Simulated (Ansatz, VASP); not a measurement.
One calculation of Ru, two programs

```
Ru
1.0
     1.50015   -4.75878    0.00000
     1.50015    4.75878    0.00000
     0.00000    0.00000    3.97019
Ru
4
Direct
  0.09800 0.90200 0.91000
  0.59800 0.40200 0.59000
  0.90200 0.09800 0.09000
  0.40200 0.59800 0.41000
```

Alike in both runs: task single point; functional r2SCAN; k mesh 6 × 6 × 4; occupations gaussian, width 0.1 eV; no spin polarisation.

```csv
,VASP,Ansatz
version,VASP 6.6.1,Ansatz 0.2.0
potentials or method,"VASP PAW PBE potentials, release 64 (Ru_pv)","scalar-relativistic, plane waves, PAW"
plane-wave cutoff (eV),520,500
valence electrons in the cell,56,64
```

Ansatz gave:

* gap on the k mesh at the Fermi level (eV): none
* rms of the force components (eV/Å): 10.550

Q: Which values does VASP return?

A: gap on the k mesh at the Fermi level (eV): none; rms of the force components (eV/Å): 11.205.

Atom by atom the forces differ by 0.654 eV/Å (rms over components). A gap of «none» marks a metal or a gap that the smearing closes. The functional is the same, so the differences come from potentials, cutoffs and numerics. The two sets of potentials don't hold the same shells in valence.

Caveats: the k mesh is coarse (spacing up to 0.40 Å⁻¹), so the values aren't converged; the PAW data sets were made with another functional, which shifts forces and pressure a little (VASP).
